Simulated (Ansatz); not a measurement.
# FeO: the cost of one run

Program: Ansatz 0.2.0. Level of theory: DFT PBEsol+U (U_eff = 5 eV on Fe d), plane waves, PAW. These are calculated values, not measurements.

## 1. Starting point

It takes space group P-6m2 (No. 187, hexagonal). Conventional cell: a = 2.903 Å, b = 2.903 Å, c = 2.833 Å, α = 90.00°, β = 90.00°, γ = 120.00°. Around Fe (site symmetry -6m2) lie 6 O at 2.19 Å. Around O (site symmetry -6m2) lie 6 Fe at 2.19 Å.

Coordinates:

```
Fe O
1.0
     2.90291    0.00000    0.00000
    -1.45145    2.51399    0.00000
     0.00000    0.00000    2.83309
Fe O
1 1
Direct
  0.00000 0.00000 0.00000
  0.66667 0.33333 0.50000
```

An earlier series on this cell reached its lowest free state from «ferromagnetic start, free, natural orbitals of the symmetric run filled by rank», perhaps among other starts.

## 2. Site moments held (series factor 0.95; the input gives the size)

Contents of input.yaml:

```yaml
crystal:
  lattice:
    - [2.90290551, 0.0, 0.0]
    - [-1.45145275, 2.51398992, 0.0]
    - [0.0, 0.0, 2.83309195]
  atoms:
    - { symbol: Fe, position: [0.0, 0.0, 0.0], spin: 3.33 }
    - { symbol: O, position: [0.6666666667, 0.3333333333, 0.5] }
basis:
  ecutwfc: 420
  ecutrho_ratio: 4
kpoints:
  mp_grid: { grid: [7, 7, 7] }
hamiltonian:
  xc: pbesol
  hubbard:
    sites:
      - { site: 0, l: d, u_eff: 5.0, starting_ns: [{ spin: up, occupation_matrix: s0up }, { spin: down, occupation_matrix: s0down }] }
    occupation_matrices:
      s0up:
        matrix:
          - [0.97, 0.0, 0.0, 0.0, 0.0]
          - [0.0, 0.97, 0.0, 0.0, 0.0]
          - [0.0, 0.0, 0.97, 0.0, 0.0]
          - [0.0, 0.0, 0.0, 0.97, 0.0]
          - [0.0, 0.0, 0.0, 0.0, 0.97]
      s0down:
        matrix:
          - [0.97, 0.0, 0.0, 0.0, 0.0]
          - [0.0, 0.02, 0.0, 0.0, 0.0]
          - [0.0, 0.0, 0.02, 0.0, 0.0]
          - [0.0, 0.0, 0.0, 0.02, 0.0]
          - [0.0, 0.0, 0.0, 0.0, 0.02]
    ns_hold: { iters: 8 }
scf:
  occupations: { method: gaussian, width: 0.05 }
  lower_state_search: "off"
  max_iter: 150
output:
  forces: true
  stress: true
  eigenvalues: true
  populations: true
  hubbard: { sites: [{ site: 0, l: d }] }
magnetization:
  spin_polarized: true
  spin_locking: { lock_spins: true }
```

The typed matrices put 0.97 on the chosen orbitals and 0.02 on the others, and are held for 8 cycles. The lock stays on to the end, so the result is a constrained state.

The run is started by

```bash
> ansatz run input.yaml --threads 2 --pin off --max-ram 3072MiB --backend cpu --events-out ev --progress --plain --runs-dir out
```

**Question.** How long does this run take on 2 threads of Arm Neoverse N1, shared host, and how much memory does it need?

About 12 s, with a peak of 0.29 GiB.
